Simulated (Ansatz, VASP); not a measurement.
# InAs in two plane-wave programs, part 2 of 2

Aim: how closely do two programs agree when they are given the same cell, functional and k mesh?

VASP 6.6.1 and Ansatz 0.2.0.

So far. Step 3 (Ansatz: single point, r2SCAN): The run ends at a pressure of 2.25 GPa. Step 5 (Ansatz: single point, LDA): The run ends at a pressure of -0.29 GPa.

The database entry behind the starting cell differs from later determinations by our own check (about 0.4 % short), so it need not match the best structure at ambient conditions.

## (7) Comparison

What differs besides the data sets and the points named for the pairs above, as far as they apply: the two LDA forms differ slightly; the cutoff is 420 eV in Ansatz and 400 eV in VASP; Ansatz makes its cores anew for this functional, VASP keeps those of its PBE data sets; VASP's log shows a relativistic correction to its local exchange, Ansatz's none. Total energies have different zeros and are not compared.

Both answers:

```csv
quantity,Ansatz,VASP,difference
pressure (GPa),-0.29,-0.03,-0.27
```

## (8) Ansatz: single point, PBE, spin-orbit coupling

A single point gives forces, pressure and levels at one fixed geometry, so differences don't come from the geometry; what else differs is listed under the comparison.

Contents of input.yaml:

```yaml
crystal:
  lattice:
    - [0.0, 3.018, 3.018]
    - [3.018, 0.0, 3.018]
    - [3.018, 3.018, 0.0]
  atoms:
    - { symbol: In, position: [0.0, 0.0, 0.0] }
    - { symbol: As, position: [0.75, 0.75, 0.75] }
hamiltonian:
  xc: pbe
  pseudopotentials: { kind: paw_fr }
magnetization:
  noncollinear: true
  spin_orbit: true
kpoints:
  mp_grid: { grid: [8, 8, 8] }
scf:
  occupations: { method: gaussian, width: 0.05 }
  n_extra_bands: 8
output:
  forces: true
  stress: true
  eigenvalues: true
  write_density: true
  write_potential: true
  elf: true
  volumetric_format: npy
```

The run is started by

```
> ansatz run input.yaml --threads 2 --pin off --max-ram 4608MiB --backend cpu --events-out ev --progress --plain --runs-dir out
```

Numbers of over 12 decimals in the logs are rounded to 6 here.

Log:

```text
[...]
non-collinear run that drives no moment, with spin-orbit: no starting moment large enough to seed its density (crystal.atoms[].spin), no starting occupations that ask for one, no magnetisation constraint and no magnetic field, so the semilocal B_xc is pinned to zero
Crystal: 2 atoms, lattice volume = 54.978 Å³
[...]
k-point 0: bands = [... 24 lower, 7.7543, 7.7543, 8.0339, 8.0339, 8.0339, 8.0339, 11.5207, 11.5207, ... 4 higher]
  k-point 1: bands = [... 24 lower, 7.6033, 7.6033, 7.8373, 7.8471, 9.0417, 9.0417, 11.8280, 11.8280, ... 4 higher]
  k-point 2: bands = [... 24 lower, 7.2179, 7.2179, 7.4579, 7.4700, 9.1798, 9.1798, 12.4098, 12.4098, ... 4 higher]
  k-point 28: bands = [... 24 lower, 4.8960, 4.9618, 4.9959, 5.0933, 12.0536, 12.2189, 12.2350, 12.2515, ... 4 higher]
[key lines of the parts left out:]
SCF converged after 9 iterations
Magnetization: |M| = 0.0000 μB,  M = (+0.0000, +0.0000, +0.0000) μB
Free energy (F): -10456.465033 eV
Fermi energy:    8.033927 eV
P = ⅓ Tr σ = 4.2346 GPa (42.346 kbar)
```

Wall time 4.5 s (2 threads of Intel Xeon 6975P-C (Granite Rapids), shared host); peak memory 0.58 GiB.

The run ends at a pressure of 4.23 GPa.

## (9) VASP: single point, PBE, spin-orbit coupling

The same cell, functional, mesh and smearing now go to VASP, with its own data sets and cutoff.

Contents of INCAR:

```
SYSTEM = InAs
PREC = Accurate
ENCUT = 400
EDIFF = 1E-07
NELM = 100
ISMEAR = 0
SIGMA = 0.05
LREAL = .FALSE.
ALGO = Normal
GGA = PE
LNONCOLLINEAR = .TRUE.
MAGMOM = 0 0 0 0 0 0
NBANDS = 72
GGA_COMPAT = .FALSE.
LASPH = .TRUE.
LSORBIT = .TRUE.
LWAVE = .FALSE.
LCHARG = .FALSE.
KPAR = 4
LOPTICS = .TRUE.
NEDOS = 2000
CSHIFT = 0.1
```

Contents of POSCAR:

```
InAs
1.0
    0.0000000000      3.0180000000      3.0180000000
    3.0180000000      0.0000000000      3.0180000000
    3.0180000000      3.0180000000      0.0000000000
In As
1 1
Direct
    0.0000000000      0.0000000000      0.0000000000
    0.7500000000      0.7500000000      0.7500000000
```

Contents of KPOINTS:

```
Automatic mesh
0
Gamma
8 8 8
0 0 0
```

PAW data sets: In_d and As (PBE family, release 64).

The run is started by

```
> mpirun -np 4 vasp_ncl
```

Log:

```text
[banner, memory and clock lines left out]
running    4 mpi-ranks, on    1 nodes
[...]
LDA part: xc-table for (Slater+PW92), standard interpolation
 POSCAR, INCAR and KPOINTS ok, starting setup
[...]
entering main loop
       N       E                     dE             d eps       ncg     rms          rms(c)
DAV:   1     0.174357988549E+03    0.17436E+03   -0.48283E+03  7304   0.458E+02
DAV:   2     0.229339513570E+02   -0.15142E+03   -0.13130E+03  6600   0.194E+02
DAV:   3    -0.658881924936E+01   -0.29523E+02   -0.28621E+02  7080   0.661E+01
DAV:   4    -0.795481773981E+01   -0.13660E+01   -0.13629E+01  7464   0.155E+01
[...]
DAV:  13    -0.771072836949E+01   -0.34244E-06   -0.64155E-07  9008   0.285E-03    0.342E-03
DAV:  14    -0.771072877876E+01   -0.40927E-06   -0.33589E-07  6696   0.179E-03    0.142E-03
DAV:  15    -0.771072868849E+01    0.90271E-07   -0.32815E-08  7200   0.603E-04
   1 F= -.77107287E+01 E0= -.77106736E+01  d E =-.110193E-03  mag=    -0.0000     0.0000    -0.0000
 optical routines
 imaginary and real dielectric function
 recalculating local potential from charge density
 direction            1
 direction            2
 direction            3
```

Parts of OUTCAR (step 9):

```text
  Total        1.4778741      1.4778741      1.4778741      0.0000000      0.0000000     -0.0000000
  in kB       43.0685576     43.0685576     43.0685576      0.0000000      0.0000000     -0.0000000
  external PRESSURE =      43.0685576 kB  Pullay stress =       0.0000000 kB

 POSITION                                       TOTAL-FORCE (eV/Angst)
 -----------------------------------------------------------------------------------
      0.00000      0.00000      0.00000         0.000000      0.000000      0.000000
      4.52700      4.52700      4.52700        -0.000000     -0.000000     -0.000000
 -----------------------------------------------------------------------------------
    total drift:                               -0.000000     -0.000000     -0.000000

  FREE ENERGIE OF THE ION-ELECTRON SYSTEM (eV)
  ---------------------------------------------------
  free  energy   TOTEN  =        -7.7107286885 eV

  energy  without entropy=       -7.7106184950  energy(sigma->0) =       -7.71067359

[... 1 part as in an earlier step ...]

[... 2 further parts left out ...]
[key lines of the parts left out:]
E-fermi :   4.6754
```

## (10) Comparison

What differs besides the data sets and the points named for the pairs above, as far as they apply: spin-orbit coupling enters by fully relativistic files in Ansatz and inside the spheres in VASP; the data sets hold 28 valence electrons in Ansatz (fully relativistic PAW (standard-fr) files) and 18 in VASP. Total energies have different zeros and are not compared.

Compared:

```csv
quantity,Ansatz,VASP,difference
pressure (GPa),4.23,4.31,-0.07
```

Ansatz's pressure holds a Pulay correction of 0.04 GPa; VASP's holds none.

## (11) What came out

| Property | Result |
| --- | --- |
| difference in gap on the k mesh (single point, r2SCAN) | 7.3e-4 eV |
| difference in pressure (single point, LDA) | -0.27 GPa |
| difference in pressure (single point, PBE, spin-orbit coupling) | -0.072 GPa |

**Reading.** The difference in pressure is -0.27 GPa (single point, LDA), within the 1 GPa picked in this series as the mark of a large difference. How closely two codes agree says nothing of how well the functional describes the real material.

[Lines on the potential files, build, host, timing and source positions are cut from VASP's logs without a mark.]

[Logs are printed without paths, hosts, clocks, repeated set-up lines and the standing remarks that a program may print on its own settings, such as how far it seeks lower states.]

[Hosts, paths, dates, database ids (printed as entryN), source tags and the programs' standing remarks are cut or masked in the printed files.]
